**Q:** All these runs use the same iridium crystal in the same cell. Why does the pressure not simply rise or fall from LDA up to the hybrids?

Kohn-Sham DFT of fcc iridium with ABINIT and Ansatz (releases of 2025 and 2026), without spin polarization, in one fixed cell of 14.06 Å³ per atom with a static lattice. The basis column gives the plane-wave cutoff. Pressure is positive in compression, and the Ansatz values leave out the Pulay correction of the stress.

| method | rung | program | potentials | basis | spin orbit | k mesh | smearing | pressure (GPa) |
| --- | --- | --- | --- | --- | --- | --- | --- | --- |
| LDA | LDA | Ansatz | Ansatz PAW | 420 eV | yes | 9x9x9 1-atom cell | methfessel paxton 0.2eV | -6.010 |
| PBE | GGA | ABINIT | JTH PAW PBE v2.0 | 463 eV | no | 5x5x5 1-atom cell | Fermi Dirac 0.05eV | 15.960 |
| PBEsol | GGA | ABINIT | JTH PAW PBE v2.0 | 435 eV | no | 7x7x7 1-atom cell | Fermi Dirac 0.05eV | -0.700 |
| r2SCAN | meta-GGA | ABINIT | JTH PAW PBE v2.0 | 517 eV | no | 10x10x10 1-atom cell | Fermi Dirac 0.05eV | 5.590 |
| HSE06 | hybrid | Ansatz | Ansatz PAW | 420 eV | yes | 5x5x5 1-atom cell | Fermi Dirac 0.05eV | 4.680 |
| HSE06-D3(BJ) | hybrid | Ansatz | Ansatz PAW accurate | 740 eV | no | 8x8x8 1-atom cell | cold 0.15eV | -12.360 |
| PBE0 | hybrid | Ansatz | Ansatz PAW | 420 eV | yes | 5x5x5 1-atom cell | Fermi Dirac 0.05eV | 4.650 |
| PBEsol0 | hybrid | Ansatz | Ansatz PAW | 420 eV | no | 6x6x6 1-atom cell | Fermi Dirac 0.05eV | -9.670 |
| r2SCAN50 | hybrid | Ansatz | Ansatz PAW | 500 eV | no | 6x6x6 1-atom cell | Fermi Dirac 0.05eV | -17.080 |
| r2SCANh | hybrid | Ansatz | Ansatz PAW | 500 eV | no | 6x6x6 1-atom cell | Fermi Dirac 0.05eV | 0.210 |

**A:** Begin with what the pressure tells you. Each functional has its own preferred atomic distance, and here all are held to one cell. A positive pressure means that the functional wants a larger cell, a negative one that it wants a smaller cell. Iridium is very stiff, with a bulk modulus of roughly 350 GPa (a recalled value), so PBE's 16 GPa corresponds to a volume only about 5 % too small for its taste.

**Q:** So the rung should tell me which way a functional leans?

**A:** It does not. The hybrids run from −17.08 to 4.68 GPa, and the rows without exact exchange from −6.01 to 15.96 GPa. Both groups are about 22 GPa wide, and they overlap. The rung names the ingredients of a functional, while the pressure depends on how strongly each ingredient pushes or pulls.

**Q:** Which ingredient pushes outward?

**A:** The gradient term in the exchange energy. It lowers the energy where the density varies steeply, and stretching a crystal thins out the density between the atoms and makes it more uneven. LDA has no such term and wants a smaller cell; PBE has a strong one and wants a larger cell. PBEsol, with a weaker term, lies between them at −0.70 GPa. The term explains the order, not the exact place: scaling by its strength alone would put PBEsol at about 6 GPa, but correlation and the settings of the runs differ too. r2SCAN, at 5.59 GPa, also uses the kinetic energy density of the orbitals to tell kinds of bonding apart, so its push is not set by the gradient alone, and it lands between PBEsol and PBE. Both PBEsol and r2SCAN were run with potentials made for PBE, which may shift their pressures somewhat. Platinum or gold would show the same order of LDA, PBEsol and PBE, but in soft gold the same mismatch in volume would cost less pressure.

**Q:** Then what do the hybrids add?

**A:** They replace part of that approximate exchange by exact exchange, and this pulls inward. The cleanest evidence is the pair r2SCANh and r2SCAN50, which share all settings and differ in having 10 % and 50 % exact exchange. The pressure falls from 0.21 to −17.08 GPa. Their common 6x6x6 mesh is still coarse for a metal, so the direction of this change is more certain than its exact size.

**Q:** Why should exact exchange shorten the bonds?

**A:** The argument comes from theory. In approximate functionals an electron partly repels itself, which spreads the orbitals too far. Exact exchange removes some of this error, so the filled shells are more compact and push less on their neighbours. It is also expected to widen the partly filled d band, which can strengthen the bonding. The levels at the zone centre do not show this in the clean pair: with more exact exchange, the lower and the upper d level sink by 1.4 and 1.3 eV against the Fermi energy, so the gap between them hardly grows. The full width of the band would have to be read from other points of the zone. How the inward pull divides between the two effects stays open. Nor is the pull a general rule: in copper, whose d band is full, PBE and PBE0 give nearly the same lattice constant.

**Q:** Can I turn this into an estimate?

**A:** Yes. A hybrid's energy is that of its parent functional plus a fraction of the difference between exact and approximate exchange. Pressure is minus the slope of energy against volume, so it should shift roughly in proportion to that fraction, as long as the electron density itself changes little:

$$P \approx P_0 + s\,a$$

Here $P$ is the pressure of the hybrid, $P_0$ that of its parent, $a$ the percentage of exact exchange and $s$ the shift per percent. The clean pair alone gives $s = (-17.08 - 0.21)/40 = -0.43$ GPa.

**Q:** Try it on a row that did not supply the slope.

**A:** Take PBEsol0, with 25 % exact exchange and PBEsol as parent. The estimate is $-0.70 - 25 \times 0.43 \approx -11.5$ GPa, and the run gives −9.67 GPa. The miss of 1.8 GPa is about a fifth of the actual shift. Some miss is to be expected: the slope comes from replacing r2SCAN's exchange, and here PBEsol's is replaced instead. Program, potentials and mesh also change between PBEsol and PBEsol0, so the table cannot say which of these causes the miss.

**Q:** And the other hybrids?

**A:** PBE0 and HSE06 come out within about 0.5 GPa, if HSE06 is counted as 25 % although its exact exchange acts only at short range. That closeness flatters the model. These two runs and PBE use a coarse 5x5x5 mesh, which may shift each pressure by some GPa, and program, potentials and spin-orbit coupling change between parent and hybrid. HSE06 and PBE0 do share all their settings, but on so coarse a mesh their nearly equal pressures do not show that the range of exact exchange is unimportant. The printed output lists every row.

**Q:** One row ruins the picture. HSE06-D3(BJ) lies 17 GPa below HSE06.

**A:** That row has an ingredient which the model leaves out. The D3 correction adds an attraction between atoms, which is expected to lower the pressure. How much of the 17 GPa it explains is open, because this run also has different potentials, a larger basis, a finer mesh, another smearing and no spin-orbit coupling. I would read the row as a warning against comparing stresses across changed settings.

**Q:** What should I remember when I set up a calculation?

**A:** Look at the parent first, then at the share of exact exchange, then at any added dispersion. And do not carry a cell from one functional to another without checking the stress. This cell is nearly free of pressure in PBEsol, yet the PBE run puts it under about 16 GPa. An elastic constant or a defect energy computed there would belong to a compressed metal.

Printed output of the fit:

```
Parent plus exact exchange (GPa) and rough volume mismatch (percent):
           row  computed   model  model less computed  volume mismatch
           LDA     -6.01   -6.01                    0           -1.717
           PBE     15.96   15.96                    0             4.56
        PBEsol      -0.7    -0.7                    0             -0.2
        r2SCAN      5.59    5.59                    0            1.597
         HSE06      4.68   5.154               0.4738            1.337
  HSE06-D3(BJ)    -12.36   5.154                17.51           -3.531
          PBE0      4.65   5.154               0.5038            1.329
       PBEsol0     -9.67  -11.51               -1.836           -2.763
      r2SCAN50    -17.08  -16.02                1.058            -4.88
       r2SCANh      0.21   1.268                1.058             0.06
Pressure change from r2SCANh to r2SCAN50 in GPa: -17.29
Slope of the clean pair in GPa per percent exact exchange: -0.4322
Model shift for 25 percent exact exchange in GPa: -10.81
Computed shift PBE to PBE0 in GPa: -11.31
Computed shift PBEsol to PBEsol0 in GPa: -8.97
Clean pair extrapolated to zero exact exchange in GPa: 4.532
Span of all hybrids in GPa: 21.76
Span of all rows without exact exchange in GPa: 21.97
PBE less PBEsol in GPa: 16.66
PBEsol less LDA in GPa: 5.31
PBEsol placed between LDA and PBE by exchange gradient coefficient in GPa: 5.974
HSE06-D3(BJ) less HSE06 in GPa: -17.04
HSE06 less PBE0 in GPa: 0.03
Lower d level at Gamma, r2SCAN50 less r2SCANh in eV: -1.405
Lower d level at Gamma, r2SCANh less r2SCAN in eV: 0.159
```
